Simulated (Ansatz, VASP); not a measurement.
BN in VASP and in Ansatz

```
B N
1.0
     2.54000    0.00000    0.00000
    -1.27000    2.19970    0.00000
     0.00000    0.00000    6.53202
B N
2 2
Direct
  0.33333 0.66667 0.25000
  0.66667 0.33333 0.75000
  0.33333 0.66667 0.75000
  0.66667 0.33333 0.25000
```

Change from the starting cell: z stretched by -1 %, ions relaxed.

Alike in both runs: functional PBE; k mesh 13 × 13 × 5; occupations fermi-dirac, width 0.02 eV; no spin polarisation.

Ansatz relaxed the structure, and its values are those at the end. VASP's run is a single point on that final structure, the one shown.

```csv
,VASP,Ansatz
version,VASP 6.6.1,Ansatz 0.2.0
potentials or method,"VASP PAW PBE potentials, release 64 (B, N)","plane-wave PAW, scalar-relativistic"
plane-wave cutoff (eV),520,420
valence electrons in the cell,16,16
```

Ansatz gave:

```
gap on the k mesh at the Fermi level (eV) : 4.20
pressure (GPa)                            : -6.4
```

Task: What did VASP give for the same quantities?

Result: gap on the k mesh at the Fermi level (eV): 4.19; pressure (GPa): -6.3.

Ansatz warned: «stress_scf_threshold_loose».

Caveats: an odd mesh through Γ misses points on the zone boundary, where band edges often lie; this functional lacks dispersion, which binds the layers, so the pressure and a relaxed spacing across them are unreliable.
